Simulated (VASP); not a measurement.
A run of VASP 6.6.1:

File INCAR:

```
SYSTEM = Au
PREC = Accurate ; ENCUT = 520
EDIFF = 1E-6 ; ISMEAR = 0
SIGMA = 0.5 ; LREAL = .False.
LASPH = .True. ; NELM = 60
ALGO = Normal ; ISIF = 2
LWAVE = .False. ; LCHARG = .False.
GGA = PS
```

Contents of KPOINTS:

```
Automatic mesh
0
Gamma
  18 18 18
  0 0 0
```

Contents of POSCAR:

```
Au
1.0
   -1.6204100000      1.6204100000      1.6204100000
    1.6204100000     -1.6204100000      1.6204100000
    1.6204100000      1.6204100000     -1.6204100000
Au
1
Direct
    0.0000000000      0.0000000000      0.0000000000
```

Potentials or basis: VASP PAW PBE potentials, release 64 (Au).

Launch:

```console
$ cat potpaw_PBE.64/Au/POTCAR > POTCAR
$ mpirun -np 1 vasp_std > vasp.out
```

Hardware: 1 thread of Intel(R) Xeon(R) Platinum 8259CL CPU @ 2.50GHz (Skylake/Cascade Lake) (shared host).

How long does it take, and how much memory?

Wall time 15 s on 1 thread of Intel(R) Xeon(R) Platinum 8259CL CPU @ 2.50GHz (Skylake/Cascade Lake) (shared host), peak memory 0.16 GiB. Counts: scf iterations 11, k points 195.
